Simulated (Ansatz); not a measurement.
Molecular dynamics on a 2×2×1 supercell (16 atoms) of AlGaAs2 (ordering on zincblende), relaxed with r2SCAN. Forces come from PBE in Ansatz: Langevin thermostat and barostat (NPT), 1000 K, steps of 1 fs. Computed, non-magnetic; the trajectory is short and the cell small, so nothing here is a converged average. The structure comes from a prototype and may be hypothetical.

```yaml
crystal:
  lattice:
    - [8.0310232542, 0.0, 0.0]
    - [0.0, 8.0310232542, 0.0]
    - [0.0, 0.0, 5.662303393]
  atoms:
    - { symbol: Al, position: [0.0, 0.0, 0.0] }
    - { symbol: As, position: [0.0, 0.25, 0.2492713591] }
    - { symbol: Ga, position: [0.25, 0.25, 0.5] }
    - { symbol: As, position: [0.25, 0.0, 0.7507286409] }
    - { symbol: Al, position: [0.0, 0.5, 0.0] }
    - { symbol: As, position: [0.0, 0.75, 0.2492713591] }
    - { symbol: Ga, position: [0.25, 0.75, 0.5] }
    - { symbol: As, position: [0.25, 0.5, 0.7507286409] }
    - { symbol: Al, position: [0.5, 0.0, 0.0] }
    - { symbol: As, position: [0.5, 0.25, 0.2492713591] }
    - { symbol: Ga, position: [0.75, 0.25, 0.5] }
    - { symbol: As, position: [0.75, 0.0, 0.7507286409] }
    - { symbol: Al, position: [0.5, 0.5, 0.0] }
    - { symbol: As, position: [0.5, 0.75, 0.2492713591] }
    - { symbol: Ga, position: [0.75, 0.75, 0.5] }
    - { symbol: As, position: [0.75, 0.5, 0.7507286409] }
kpoints:
  mp_grid: { grid: [2, 2, 2] }
hamiltonian:
  xc: pbe
scf:
  occupations: { method: fermi_dirac, width: 0.086 }
md:
  ensemble: npt_langevin
  temperature: 1000
  timestep: 1.0
  n_steps: 40
  initial_velocities: maxwell_boltzmann
  seed: 4422
```

Command: `ansatz run input.yaml --threads 4 --pin off --max-ram 3686MiB --backend cpu --events-out ev --progress --plain --runs-dir out`.

**Question.** It ran on 4 threads of Arm Neoverse N1, with other jobs on the host, load about 0.7 per core. About how long did it take, and how much host memory at the peak?

**Answer.** About 5.3 min, with a peak of 1.5 GiB.

**Question.** How do temperature and energy develop?

**Answer.** The temperature starts at 938 K, is lowest at step 31 (441 K, 31 fs) and ends at 483 K. The thermostat hasn't had time to restore it. The atoms start on their lattice sites with kinetic energy alone, so much of it first passes into potential energy.
```
step  t (fs)  T (K)  free energy F from step 0 (meV/atom)  kinetic energy (meV/atom)  pressure (GPa)  volume (Å³/atom)  largest force (eV/Å)
   0       0    938                                   0.0                      121.2            2.92             22.83                  0.07
   1       1    915                                   0.3                      118.3            2.90             22.83                  0.19
   2       2    906                                   1.2                      117.2            2.91             22.82                  0.38
   3       3    842                                   2.5                      108.8            2.91             22.82                  0.56
   4       4    881                                   4.3                      113.9            2.95             22.82                  0.74
   5       5    865                                   6.5                      111.8            2.95             22.82                  0.92
   6       6    814                                   8.9                      105.3            2.92             22.83                  1.07
   7       7    750                                  11.7                       97.0            2.88             22.84                  1.22
   8       8    750                                  14.6                       96.9            2.87             22.85                  1.36
   9       9    801                                  17.8                      103.5            2.88             22.87                  1.48
  10      10    746                                  21.2                       96.4            2.83             22.88                  1.59
  11      11    715                                  24.7                       92.4            2.76             22.91                  1.70
  12      12    720                                  28.3                       93.0            2.70             22.94                  1.80
  13      13    643                                  31.9                       83.2            2.58             22.98                  1.89
  14      14    621                                  35.6                       80.3            2.49             23.01                  1.97
  15      15    630                                  39.5                       81.5            2.43             23.05                  2.06
  16      16    660                                  43.5                       85.3            2.36             23.09                  2.14
  17      17    614                                  47.4                       79.3            2.23             23.14                  2.22
  18      18    610                                  51.2                       78.9            2.11             23.19                  2.31
  19      19    562                                  54.8                       72.6            1.95             23.25                  2.42
  20      20    532                                  58.2                       68.8            1.79             23.31                  2.52
  21      21    533                                  61.2                       68.9            1.63             23.37                  2.61
  22      22    505                                  64.0                       65.3            1.46             23.44                  2.68
  23      23    509                                  66.3                       65.8            1.31             23.50                  2.75
  24      24    527                                  68.5                       68.2            1.17             23.56                  2.82
  25      25    528                                  70.9                       68.3            1.04             23.61                  2.89
  26      26    489                                  73.5                       63.2            0.89             23.67                  2.96
  27      27    450                                  75.9                       58.1            0.73             23.73                  3.01
  28      28    441                                  78.1                       57.0            0.58             23.79                  3.06
  29      29    453                                  80.2                       58.5            0.42             23.86                  3.10
  30      30    446                                  82.0                       57.7            0.26             23.93                  3.14
  31      31    441                                  83.6                       57.0            0.10             24.00                  3.17
  32      32    467                                  85.1                       60.3           -0.04             24.07                  3.18
  33      33    464                                  86.8                       59.9           -0.21             24.14                  3.18
  34      34    460                                  88.5                       59.4           -0.36             24.21                  3.16
  35      35    488                                  90.5                       63.0           -0.49             24.28                  3.15
  36      36    485                                  92.5                       62.7           -0.63             24.35                  3.12
  37      37    481                                  94.6                       62.2           -0.76             24.41                  3.10
  38      38    518                                  96.8                       67.0           -0.85             24.47                  3.06
  39      39    498                                  98.8                       64.4           -0.96             24.53                  3.02
  40      40    483                                 100.8                       62.4           -1.06             24.58                  2.98
```

Positions (Å) and forces (eV/Å) at step 40:
```
cell (Å): 8.232 0.000 0.000; 0.000 8.232 0.000; 0.000 0.000 5.804
Al  -0.078  -0.046   0.090     0.547  -0.431   0.000
As   0.137   1.906   1.504    -1.510   0.726  -0.253
Ga   2.087   2.097   2.892     0.007  -0.075   0.552
As   1.916   0.132   4.387     1.320  -0.930  -0.130
Al  -0.029   3.903  -0.005     0.624   0.666   0.254
As  -0.091   6.113   1.501     0.692  -0.438  -0.890
Ga   2.178   6.339   2.691    -2.138  -0.260   2.053
As   2.051   4.024   4.348     0.473   1.255   0.195
Al   4.149   0.147  -0.001    -0.065  -0.784  -0.585
As   4.037   2.156   1.435     1.138  -0.620   0.350
Ga   6.141   2.034   2.961     0.261   0.557  -0.867
As   6.390   0.015   4.251    -1.741  -0.237   0.862
Al   4.258   4.071  -0.032    -0.825   0.420  -0.606
As   4.077   6.110   1.455     1.706   0.653  -1.412
Ga   6.134   6.167   2.902    -0.087   0.512  -0.272
As   6.270   4.198   4.278    -0.403  -1.013   0.747
```
